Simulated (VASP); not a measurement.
# MgO (Fm-3m) in VASP: further runs

One crystal, MgO, is run at these levels: LDA; tasks: relaxation of cell and atoms.

All numbers are computed with VASP 6.6.1; they aren't measurements. Logs are shortened: lines on timing, memory, paths and dates and some standing lists are left out, and cuts for length are marked.

### 1 The structure

Symmetry: Fm-3m, No. 225, cubic system. The conventional cell has a = 4.217 Å, b = 4.217 Å, c = 4.217 Å, α = 90.00°, β = 90.00°, γ = 90.00°. Around Mg (site symmetry m-3m) lie 6 O at 2.11 Å. Around O (site symmetry m-3m) lie 6 Mg at 2.11 Å.

### 2 Relaxation of cell and atoms, LDA

INCAR

```
PREC = Accurate
ENCUT = 520
EDIFF = 1E-7
ISMEAR = 0
SIGMA = 0.02
LREAL = F
LASPH = T
NELM = 80
ALGO = Fast
ISIF = 3
LWAVE = F
LCHARG = F
GGA = CA
IBRION = 2
NSW = 80
EDIFFG = -0.002
```

KPOINTS

```
Automatic mesh
0
Gamma
  12 12 12
```

POSCAR

```
MgO
1.0
    0.0000000000      2.1085000000      2.1085000000
    2.1085000000      0.0000000000      2.1085000000
    2.1085000000      2.1085000000      0.0000000000
Mg O
1 1
Direct
    0.0000000000      0.0000000000      0.0000000000
    0.5000000000      0.5000000000      0.5000000000
```

Potentials or basis: VASP PAW LDA potentials, release 64 (Mg, O).

Command:

```sh
cat potpaw_LDA.64/Mg/POTCAR potpaw_LDA.64/O/POTCAR > POTCAR
mpirun -np 1 vasp_std > vasp.out
```

OUTCAR:

```text
PREC = Accurate
   ENCUT = 520
   EDIFF = 1E-7
   ISMEAR = 0
   LREAL = F
   LASPH = T
   NELM = 80
   ISIF = 3
   GGA = CA
   IBRION = 2
   NSW = 80
   EDIFFG = -0.002

 ion  position               nearest neighbor table
   1  0.000  0.000  0.000-   2 2.11   2 2.11   2 2.11   2 2.11   2 2.11   2 2.11
   2  0.500  0.500  0.500-   1 2.11   1 2.11   1 2.11   1 2.11   1 2.11   1 2.11

  LATTYP: Found a face centered cubic cell.
 ALAT       =     4.2170000000

  Lattice vectors:

 A1 = (   0.0000000000,   2.1085000000,   2.1085000000)
 A2 = (   2.1085000000,   0.0000000000,   2.1085000000)
 A3 = (   2.1085000000,   2.1085000000,   0.0000000000)

Analysis of symmetry for initial positions (statically):
=====================================================================
 Subroutine PRICEL returns:
 Original cell was already a primitive cell.

 Routine SETGRP: Setting up the symmetry group for a
 face centered cubic supercell.

 Subroutine GETGRP returns: Found 48 space group operations
 (whereof 48 operations were pure point group operations)
 out of a pool of 48 trial point group operations.

The static configuration has the point symmetry O_h .

Analysis of symmetry for dynamics (positions and initial velocities):
=====================================================================
 Subroutine PRICEL returns:
 Original cell was already a primitive cell.

 Routine SETGRP: Setting up the symmetry group for a
 face centered cubic supercell.

 Subroutine GETGRP returns: Found 48 space group operations
 (whereof 48 operations were pure point group operations)
 out of a pool of 48 trial point group operations.

The dynamic configuration has the point symmetry O_h .

 Subroutine INISYM returns: Found 48 space group operations
 (whereof 48 operations are pure point group operations),
 and found     1 'primitive' translations

----------------------------------------------------------------------------------------

                                     Primitive cell

  volume of cell :      18.7478

  direct lattice vectors                    reciprocal lattice vectors
     0.000000000  2.108500000  2.108500000    -0.237135404  0.237135404  0.237135404
     2.108500000  0.000000000  2.108500000     0.237135404 -0.237135404  0.237135404
     2.108500000  2.108500000  0.000000000     0.237135404  0.237135404 -0.237135404

  length of vectors
     2.981869296  2.981869296  2.981869296     0.410730569  0.410730569  0.410730569

  position of ions in fractional coordinates (direct lattice)
     0.000000000  0.000000000  0.000000000
[... 94 lines left out ...]
   EFERMI_NEDOS =   21; number of points for ismear=-14 and -15
   IALGO  =     68    algorithm
   IMIX   =      4    mixing-type and parameters
     AMIX     =   0.40;   BMIX     =  1.00
     AMIX_MAG =   1.60;   BMIX_MAG =  1.00
  volume/ion in A,a.u.               =       9.37        63.26
  Fermi-wavevector in a.u.,A,eV,Ry     =   1.232503  2.329092 20.668107  1.519063
  Thomas-Fermi vector in A             =   2.367270
   LORBIT       =      0    0 simple, 1 ext, 2 COOP (PROOUT), +10 PAW based schemes
   GGA     = CA    functional components
   LHFCALC =     F    Hartree Fock is set to
   AEXX    =    0.0000 exact exchange contribution
   IVDW    =     0    specifies the selected vdW correction
   LEPSILON=     F    determine dielectric tensor
   LRPA    =     F    only Hartree local field effects (RPA)
 conjugate gradient relaxation of ions
 non-spin polarized calculation
 RMM-DIIS sequential band-by-band and
 Gauss-broadening in eV      SIGMA  =   0.02
  energy-cutoff  :      520.00
  volume of cell :       18.75
 maximum number of plane-waves:       532
 NGX is ok and might be reduce to    24
   NGX = 11   NGY = 11   NGZ = 11

--------------------------------------- Ionic step        1  -------------------------------------------

 number of electron       8.0000005 magnetization

 Free energy of the ion-electron system (eV)
  ---------------------------------------------------
  ext. energy  EPLUGINS =         0.00000000
  ---------------------------------------------------
  free energy    TOTEN  =       -13.42164315 eV

  energy without entropy =      -13.42164315  energy(sigma->0) =      -13.42164315

------------------------ aborting loop because EDIFF is reached ----------------------------------------

  FORCE on cell =-STRESS in cart. coord.  units (eV):
  Direction    XX          YY          ZZ          XY          YZ          ZX
  --------------------------------------------------------------------------------------
  -------------------------------------------------------------------------------------
  Total       -0.9669058     -0.9669058     -0.9669058      0.0000000      0.0000000      0.0000000
  in kB      -82.6311801    -82.6311801    -82.6311801      0.0000000      0.0000000      0.0000000
  external PRESSURE =     -82.6311801 kB  Pullay stress =       0.0000000 kB
[... 59 lines left out ...]
--------------------------------------- Ionic step        3  -------------------------------------------

 number of electron       7.9999999 magnetization

 Free energy of the ion-electron system (eV)
  ---------------------------------------------------
  ext. energy  EPLUGINS =         0.00000000
  ---------------------------------------------------
  free energy    TOTEN  =       -13.44670164 eV

  energy without entropy =      -13.44670164  energy(sigma->0) =      -13.44670164

 E-fermi :   3.3797     XC(G=0): -11.8237

 val. band max:        3.2514340014   @ k =   0.0000   0.0000   0.0000
 cond. band min:       8.3868414356   @ k =   0.0000   0.0000   0.0000
 fundamental gap:      5.1354074342
 Fermi energy:         3.3797046568

 k-point     1 :       0.0000    0.0000    0.0000
  band No.  band energies     occupation
      1     -14.0079      2.00000
      2       3.2514      2.00000
      3       3.2514      2.00000
      4       3.2514      2.00000
      5       8.3868      0.00000
      6      19.0353      0.00000
      7      19.0353      0.00000
      8      19.0353      0.00000
[... 243 lines left out ...]
 k-point    24 :      -0.4167    0.1667    0.0000
  band No.  band energies     occupation
      1     -12.4307      2.00000
      2      -1.2380      2.00000
      3       1.5475      2.00000
      4       2.3944      2.00000
      5      12.4662      0.00000
      6      15.8872      0.00000
      7      17.6563      0.00000
      8      20.4192      0.00000

 [... further k-points ...]
[... 5 lines left out ...]
  --------------------------------------------------------------------------------------
  -------------------------------------------------------------------------------------
  Total       -0.0009874     -0.0009874     -0.0009874      0.0000000      0.0000000     -0.0000000
  in kB       -0.0888130     -0.0888130     -0.0888130      0.0000000      0.0000000     -0.0000000
  external PRESSURE =      -0.0888130 kB  Pullay stress =       0.0000000 kB
[... 17 lines left out ...]
  FREE ENERGIE OF THE ION-ELECTRON SYSTEM (eV)
  ---------------------------------------------------
  free  energy   TOTEN  =       -13.4467016367 eV

  energy  without entropy=      -13.4467016367  energy(sigma->0) =      -13.44670164

 reached required accuracy - stopping structural energy minimisation
```

CONTCAR:

```text
MgO
   1.00000000000000
     0.0000000000000000    2.0728530562607164    2.0728530562607164
     2.0728530562607164    0.0000000000000000    2.0728530562607164
     2.0728530562607164    2.0728530562607164    0.0000000000000000
  Mg              O
     1     1
Direct
     0.0000000000000000    0.0000000000000000    0.0000000000000000
     0.5000000000000000    0.5000000000000000    0.5000000000000000

  0.00000000E+00  0.00000000E+00  0.00000000E+00
  0.00000000E+00  0.00000000E+00  0.00000000E+00
```

Run time: 13 s. Hardware: 1 thread of Intel Xeon Platinum 8488C (Sapphire Rapids), shared host; peak memory 0.14 GiB.

Results:

```
Free energy                            : -13.4467 eV
Relaxed volume                         : 8.91 Å³/atom
Relaxed cell                           : a = 2.931 Å, b = 2.931 Å, c = 2.931 Å, α = 60.00°, β = 60.00°, γ = 60.00°
Space group after relaxing (to 0.05 Å) : Fm-3m (No. 225)
Energy gained by relaxing              : 12.5 meV/atom
Ionic steps                            : 3
Pressure after relaxing                : 0.0 GPa
Band gap on the k mesh                 : 5.14 eV, direct
```

The path:
```csv
step,energy change (eV),largest force (eV/Å),pressure (GPa),volume (Å³)
1,0.0000,0.0000,-8.26,18.75
2,-0.0212,0.0000,3.63,17.47
3,-0.0251,0.0000,-0.01,17.81
```

Final structure:
```
Mg O
1.0
     0.00000    2.07285    2.07285
     2.07285    0.00000    2.07285
     2.07285    2.07285    0.00000
Mg O
1 1
Direct
  0.00000 0.00000 0.00000
  0.50000 0.50000 0.50000
```

A k mesh can miss the band edges. Expect the measured gap to be larger: semilocal functionals such as LDA lack the derivative discontinuity.

### 3 Relaxation of cell and atoms, LDA

This run uses another cell than the first one, of 8.91 Å³/atom, 0.950 times its volume.

INCAR is that of step 2.

KPOINTS is that of step 2.

POSCAR

```
MgO                                     
1.0
    0.0000000000      2.0728530563      2.0728530563
    2.0728530563      0.0000000000      2.0728530563
    2.0728530563      2.0728530563      0.0000000000
  Mg              O             
     1     1
Direct
     0.0000000000000000    0.0000000000000000    0.0000000000000000
     0.5000000000000000    0.5000000000000000    0.5000000000000000
```

Potentials or basis: VASP PAW LDA potentials, release 64 (Mg, O).

Command:

```sh
cat potpaw_LDA.64/Mg/POTCAR potpaw_LDA.64/O/POTCAR > POTCAR
mpirun -np 1 vasp_std > vasp.out
```

It took 8.6 s on 1 thread of Intel Xeon Platinum 8488C (Sapphire Rapids), shared host; peak memory 0.14 GiB.

Results (log left out):

```
Free energy                            : -13.4455 eV
Relaxed volume                         : 8.91 Å³/atom
Relaxed cell                           : a = 2.932 Å, b = 2.932 Å, c = 2.932 Å, α = 60.00°, β = 60.00°, γ = 60.00°
Space group after relaxing (to 0.05 Å) : Fm-3m (No. 225)
Energy gained by relaxing              : 0.0 meV/atom
Ionic steps                            : 3
Pressure after relaxing                : 0.0 GPa
Band gap on the k mesh                 : 5.13 eV, direct
```

Final structure:
```
CELL_PARAMETERS angstrom
0.00000 2.07298 2.07298
2.07298 0.00000 2.07298
2.07298 2.07298 0.00000
ATOMIC_POSITIONS crystal
Mg 0.00000 0.00000 0.00000
O 0.50000 0.50000 0.50000
```

Levels at points of the mesh, in eV from the valence-band top:
| k point | band 1 | band 2 | band 3 | band 4 | band 5 | band 6 | band 7 | band 8 |
| --- | --- | --- | --- | --- | --- | --- | --- | --- |
| (0.00, 0.00, 0.00) | -17.26 | 0.00 | 0.00 | 0.00 | 5.13 | 15.78 | 15.78 | 15.78 |
| (0.50, 0.00, 0.00) | -15.78 | -4.91 | -0.72 | -0.72 | 8.03 | 12.94 | 16.49 | 16.49 |
| (0.50, 0.50, 0.00) | -15.49 | -4.35 | -1.44 | -1.44 | 8.93 | 10.22 | 13.40 | 19.36 |

A k mesh can miss the band edges. LDA gaps usually lie below the measured ones, often by a third to a half.
